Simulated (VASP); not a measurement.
# BN (C2/c) in VASP: reference runs

Aim: a first look at BN with PBE, on the cell as given.

All numbers are computed with VASP 6.6.1; they aren't measurements. Logs are shortened: lines on timing, memory, paths and dates and some standing lists are left out, and cuts for length are marked.

## (1) The structure

The structure is monoclinic, space group C2/c (No. 15). The conventional cell has a = 4.266 Å, b = 3.626 Å, c = 4.791 Å, α = 90.00°, β = 94.36°, γ = 90.00°. B (site symmetry -1) has 4 N at 1.84 to 1.85 Å as nearest neighbours. Around N (site symmetry 2) lie 4 B at 1.84 to 1.85 Å.

The cell was built by a generator and needn't be a form met in nature.

## (2) Single point, PBE

Contents of INCAR:

```
SYSTEM = BN
PREC = Accurate ; ENCUT = 520
EDIFF = 1E-7 ; ISMEAR = -1
SIGMA = 0.05 ; LREAL = .False.
LASPH = .True. ; NELM = 100
ALGO = Normal ; ISIF = 2
LWAVE = .False. ; LCHARG = .False.
GGA = PE ; NBANDS = 16
```

Contents of KPOINTS:

```
regular mesh
0
Gamma
  10 10 6
  0 0 0
```

Contents of POSCAR:

```
BN
1.0
    2.1327995900     -1.8129289900      0.0000000000
    2.1327995900      1.8129289900      0.0000000000
   -0.3639933700      0.0000000000      4.7766721600
B N
2 2
Direct
    0.0000000000      0.5000000000      0.5000000000
    0.5000000000      0.0000000000      0.0000000000
    0.0248410000      0.9751590000      0.2500000000
    0.9751590000      0.0248410000      0.7500000000
```

Potentials or basis: VASP PAW PBE potentials, release 64 (B, N).

On the command line:

```
> cat potpaw_PBE.64/B/POTCAR potpaw_PBE.64/N/POTCAR > POTCAR
> mpirun -np 1 vasp_std > vasp.out
```

OUTCAR:

```text
SYSTEM = BN
   PREC = Accurate
   ENCUT = 520
   EDIFF = 1E-7
   ISMEAR = -1
   LREAL = .False.
   LASPH = .True.
   NELM = 100
   ISIF = 2
   GGA = PE

 ion  position               nearest neighbor table
   1  0.000  0.500  0.500-   4 1.84   3 1.84   4 1.85   3 1.85
   2  0.500  0.000  0.000-   3 1.84   4 1.84   4 1.85   3 1.85
   3  0.025  0.975  0.250-   1 1.84   2 1.84   2 1.85   1 1.85
   4  0.975  0.025  0.750-   2 1.84   1 1.84   2 1.85   1 1.85

  LATTYP: Found a base centered monoclinic cell.
 ALAT       =     4.2655991800
 B/A-ratio  =     0.8500231332
 C/A-ratio  =     1.1230592580
 COS(beta)  =    -0.0759820063

  Lattice vectors:

 A1 = (   2.1327995900,  -1.8129289900,   0.0000000000)
 A2 = (   2.1327995900,   1.8129289900,   0.0000000000)
 A3 = (  -0.3639933700,   0.0000000000,   4.7766721600)

Analysis of symmetry for initial positions (statically):
=====================================================================
 Subroutine PRICEL returns:
 Original cell was already a primitive cell.

 Routine SETGRP: Setting up the symmetry group for a
 base centered monoclinic supercell.

 Subroutine GETGRP returns: Found  4 space group operations
 (whereof  2 operations were pure point group operations)
 out of a pool of  4 trial point group operations.

The static configuration has the point symmetry S_2 .
 The point group associated with its full space group is C_2h.

Analysis of symmetry for dynamics (positions and initial velocities):
=====================================================================
 Subroutine PRICEL returns:
 Original cell was already a primitive cell.

 Routine SETGRP: Setting up the symmetry group for a
 base centered monoclinic supercell.

 Subroutine GETGRP returns: Found  4 space group operations
 (whereof  2 operations were pure point group operations)
 out of a pool of  4 trial point group operations.

The dynamic configuration has the point symmetry S_2 .
 The point group associated with its full space group is C_2h.

 Subroutine INISYM returns: Found  4 space group operations
 (whereof  2 operations are pure point group operations),
 and found     1 'primitive' translations

----------------------------------------------------------------------------------------

                                     Primitive cell

  volume of cell :      36.9391

  direct lattice vectors                    reciprocal lattice vectors
     2.132799590 -1.812928990  0.000000000     0.234433653 -0.275796792  0.017864382
     2.132799590  1.812928990  0.000000000     0.234433653  0.275796792  0.017864382
    -0.363993370  0.000000000  4.776672160     0.000000000  0.000000000  0.209350771

  length of vectors
     2.799204461  2.799204461  4.790520650     0.362411568  0.362411568  0.209350771

  position of ions in fractional coordinates (direct lattice)
     0.000000000  0.500000000  0.500000000
     0.500000000  0.000000000  0.000000000
     0.024841000  0.975159000  0.250000000
     0.975159000  0.024841000  0.750000000

  ion indices of the primitive-cell ions
   primitive index   ion index
                 1           1
                 2           2
                 3           3
                 4           4

----------------------------------------------------------------------------------------

 KPOINTS: regular mesh

Automatic generation of k-mesh.
 Grid dimensions read from file:
 generate k-points for:   10   10    6

 Generating k-lattice:

  Cartesian coordinates                     Fractional coordinates (reciprocal lattice)
     0.023443365 -0.027579679  0.001786438     0.100000000  0.000000000  0.000000000
     0.023443365  0.027579679  0.001786438     0.000000000  0.100000000  0.000000000
     0.000000000  0.000000000  0.034891795     0.000000000  0.000000000  0.166666667

  Length of vectors
     0.036241157  0.036241157  0.034891795

  Shift w.r.t. Gamma in fractional coordinates (k-lattice)
     0.000000000  0.000000000  0.000000000

 Subroutine IBZKPT returns following result:
 ===========================================

 Found    172 irreducible k-points:

 Following reciprocal coordinates:
            Coordinates               Weight
  0.000000  0.000000  0.000000      1.000000
  0.100000  0.000000  0.000000      4.000000
  0.200000  0.000000  0.000000      4.000000
  0.300000  0.000000 -0.000000      4.000000
  0.400000  0.000000  0.000000      4.000000
  0.500000  0.000000  0.000000      2.000000
[... 16 lines left out ...]
  0.300000  0.300000 -0.000000      2.000000
  0.400000  0.300000  0.000000      4.000000
 [... further k-points ...]
   k-points           NKPTS =    172   k-points in BZ     NKDIM =    172   number of bands    NBANDS=     16
   number of dos      NEDOS =    301   number of ions     NIONS =      4
   total plane-waves  NPLWV =  20736
   dimension x,y,z NGX =    24 NGY =   24 NGZ =   36
   dimension x,y,z NGXF=    48 NGYF=   48 NGZF=   72
   ions per type =               2   2
   NGX,Y,Z   is equivalent  to a cutoff of  14.25, 14.25, 12.49 a.u.
   NGXF,Y,Z  is equivalent  to a cutoff of  28.51, 28.51, 24.99 a.u.
 SYSTEM =  BN
   PREC   = accura    normal or accurate (medium, high low for compatibility)
   ISTART =      0    job   : 0-new  1-cont  2-samecut
   ICHARG =      2    charge: 1-file 2-atom 10-const
   ISPIN  =      1    spin polarized calculation?
   LNONCOLLINEAR =      F non collinear calculations
   LSORBIT =      F    spin-orbit coupling
   LASPH  =      T    aspherical Exc in radial PAW
   ENCUT  =  520.0 eV  38.22 Ry    6.18 a.u.   5.20  5.20  8.91*2*pi/ulx,y,z
   NELM   =    100;   NELMIN=  2; NELMDL= -5     # of ELM steps
   EDIFF  = 0.1E-06   stopping-criterion for ELM
   LREAL  =      F    real-space projection
   EDIFFG = 0.1E-05   stopping-criterion for IOM
   NSW    =      0    number of steps for IOM
   IBRION =     -1    ionic relax: 0-MD 1-quasi-New 2-CG
   NFREE  =      0    steps in history (QN), initial steepest desc. (CG)
   ISIF   =      2    stress and relaxation
   ISYM   =      2    0-nonsym 1-usesym 2-fastsym
   POTIM  = 0.5000    time-step for ionic-motion
   TEBEG  =    0.0;   TEEND  =   0.0 temperature during run
   PSTRESS=    0.0 pullay stress
   NELECT =      16.0000    total number of electrons
   NUPDOWN=      -1.0000    fix difference up-down
   EMIN   =  10.00;   EMAX   =-10.00  energy-range for DOS
   EFERMI =   0.00;   METHOD = LEGACY
   ISMEAR =    -1;   SIGMA  =   0.05  broadening in eV -4-tet -1-fermi 0-gaus
   EFERMI_NEDOS =   21; number of points for ismear=-14 and -15
   IALGO  =     38    algorithm
   IMIX   =      4    mixing-type and parameters
     AMIX     =   0.40;   BMIX     =  1.00
     AMIX_MAG =   1.60;   BMIX_MAG =  1.00
  volume/ion in A,a.u.               =       9.23        62.32
  Fermi-wavevector in a.u.,A,eV,Ry     =   1.238662  2.340731 20.875187  1.534283
  Thomas-Fermi vector in A             =   2.373178
   LORBIT       =      0    0 simple, 1 ext, 2 COOP (PROOUT), +10 PAW based schemes
   GGA     = PE    functional components
   LHFCALC =     F    Hartree Fock is set to
   AEXX    =    0.0000 exact exchange contribution
   IVDW    =     0    specifies the selected vdW correction
   LEPSILON=     F    determine dielectric tensor
   LRPA    =     F    only Hartree local field effects (RPA)
 non-spin polarized calculation
  energy-cutoff  :      520.00
  volume of cell :       36.94
 maximum number of plane-waves:      1014
 NGX is ok and might be reduce to    24
   NGX = 11   NGY = 11   NGZ = 17

 number of electron      15.9999999 magnetization

 Free energy of the ion-electron system (eV)
  ---------------------------------------------------
  ext. energy  EPLUGINS =         0.00000000
  ---------------------------------------------------
  free energy    TOTEN  =       -25.59237758 eV

  energy without entropy =      -25.58084649  energy(sigma->0) =      -25.58661204

 E-fermi :   4.1597     XC(G=0): -10.8900

 val. band max:        4.1587750601   @ k =  -0.4000   0.4000   0.3333
 cond. band min:       4.1600586296   @ k =  -0.3000   0.1000   0.0000
 fundamental gap:      0.0012835695
 Fermi energy:         4.1596746282

 k-point     1 :       0.0000    0.0000    0.0000
  band No.  band energies     occupation
      1     -13.2718      2.00000
      2     -10.1866      2.00000
      3      -5.2456      2.00000
      4       0.9162      2.00000
      5       1.0865      2.00000
      6       3.0384      2.00000
[... 8 lines left out ...]
     15      13.8141      0.00000
     16      13.9882      0.00000

 k-point     2 :       0.1000    0.0000    0.0000
  band No.  band energies     occupation
      1     -13.1631      2.00000
      2     -10.0871      2.00000
      3      -5.1431      2.00000
      4       0.1278      2.00000
      5       1.0503      2.00000
      6       2.6472      2.00000
[... 8 lines left out ...]
     15      13.7555      0.00000
     16      13.8447      0.00000

 k-point     3 :       0.2000    0.0000    0.0000
  band No.  band energies     occupation
      1     -12.8549      2.00000
      2      -9.8072      2.00000
      3      -4.8569      2.00000
      4      -1.5028      2.00000
      5       1.1767      2.00000
      6       1.4290      2.00000
[... 8 lines left out ...]
     15      13.3928      0.00000
     16      13.8845      0.00000

 k-point     4 :       0.3000    0.0000   -0.0000
  band No.  band energies     occupation
      1     -12.4123      2.00000
      2      -9.4126      2.00000
      3      -4.4781      2.00000
      4      -3.0529      2.00000
      5       0.0734      2.00000
      6       1.3479      2.00000
[... 8 lines left out ...]
     15      13.7181      0.00000
     16      14.2709      0.00000
[... 324 lines left out ...]
 k-point    22 :      -0.2000    0.2000    0.0000
  band No.  band energies     occupation
      1     -12.3684      2.00000
      2      -9.3691      2.00000
      3      -4.4171      2.00000
      4      -1.8392      2.00000
      5      -1.0080      2.00000
      6       1.1637      2.00000
[... 8 lines left out ...]
     15      13.3311      0.00000
     16      15.0307      0.00000

 k-point    23 :       0.3000    0.3000   -0.0000
  band No.  band energies     occupation
      1     -11.7860      2.00000
      2      -8.7740      2.00000
      3      -3.9010      2.00000
      4      -2.6184      2.00000
      5      -0.9955      2.00000
      6       0.4976      2.00000
[... 8 lines left out ...]
     15      13.8976      0.00000
     16      15.4490      0.00000

 k-point    24 :       0.4000    0.3000    0.0000
  band No.  band energies     occupation
      1     -11.3901      2.00000
      2      -8.3972      2.00000
      3      -3.5930      2.00000
      4      -3.3092      2.00000
      5      -1.1633      2.00000
      6      -0.3805      2.00000
[... 8 lines left out ...]
     15      14.3825      0.00000
     16      15.3639      0.00000

 [... further k-points ...]

------------------------ aborting loop because EDIFF is reached ----------------------------------------

  FORCE on cell =-STRESS in cart. coord.  units (eV):
  Direction    XX          YY          ZZ          XY          YZ          ZX
  --------------------------------------------------------------------------------------
  -------------------------------------------------------------------------------------
  Total      -12.6015744     -8.3038180    -13.2860217      0.0000000      0.0000000      0.6433970
  in kB     -546.5741845   -360.1655182   -576.2610528      0.0000000      0.0000000     27.9063714
  external PRESSURE =    -494.3335852 kB  Pullay stress =       0.0000000 kB

 VOLUME and BASIS-vectors are now :
 -----------------------------------------------------------------------------
  energy-cutoff  :      520.00
  volume of cell :       36.94
      direct lattice vectors                 reciprocal lattice vectors
     2.132799590 -1.812928990  0.000000000     0.234433653 -0.275796792  0.017864382
     2.132799590  1.812928990  0.000000000     0.234433653  0.275796792  0.017864382
    -0.363993370  0.000000000  4.776672160     0.000000000  0.000000000  0.209350771

 POSITION                                       TOTAL-FORCE (eV/Angst)
 -----------------------------------------------------------------------------------
      0.88440      0.90646      2.38834         0.000000      0.000000     -0.000000
      1.06640     -0.90646      0.00000         0.000000      0.000000     -0.000000
      2.04180      1.72286      1.19417        -0.000000      0.297207     -0.000000
      1.85980     -1.72286      3.58250        -0.000000     -0.297207      0.000000
 -----------------------------------------------------------------------------------
    total drift:                               -0.000000     -0.000000     -0.000000

  FREE ENERGIE OF THE ION-ELECTRON SYSTEM (eV)
  ---------------------------------------------------
  free  energy   TOTEN  =       -25.5923775771 eV

  energy  without entropy=      -25.5808464949  energy(sigma->0) =      -25.58661204
```

It took 33 s on 1 thread of Intel Xeon 6975P-C (Granite Rapids), shared host; peak memory 0.2 GiB.

What came out:

```
Free energy            : -25.5924 eV
Pressure               : -49.4 GPa
Largest force          : 0.297 eV/Å
Band gap on the k mesh : none (metal or under the smearing width)
```

Forces on the atoms (eV/Å):
```
B    0.000  0.000  0.000
B    0.000  0.000  0.000
N    0.000  0.297  0.000
N    0.000 -0.297  0.000
```

Stress tensor (GPa, compression positive):
```
-54.66   0.00   2.79
  0.00 -36.02   0.00
  2.79   0.00 -57.63
```

Levels at points of the mesh, in eV from the Fermi level:
```
           k point  band 4  band 5  band 6  band 7  band 8  band 9  band 10  band 11  band 12  band 13
(0.00, 0.00, 0.00)   -3.24   -3.07   -1.12   -0.27   -0.19    0.69     4.40     4.83     4.96     6.37
(0.50, 0.00, 0.00)   -7.89   -5.46   -2.64   -1.38    0.01    0.24     3.83     5.54     5.63     7.45
(0.50, 0.50, 0.00)   -7.07   -6.21   -5.20   -3.89   -1.72    1.08     1.55     2.65     5.53     8.51
(0.00, 0.00, 0.50)   -5.55   -2.61   -2.61   -1.35   -1.35    2.71     2.71     6.24     6.24     7.13
(0.50, 0.00, 0.50)   -7.18   -4.46   -3.78   -2.34   -0.47    1.24     4.02     4.50     5.43     7.48
(0.50, 0.50, 0.50)   -7.05   -4.91   -4.91   -3.17   -3.17   -0.48    -0.48     5.43     5.43     8.89
```

Caveat: a pressure of tens of GPa on the cell as given is suspect, and the run, the potentials or the cell itself is likely at fault.
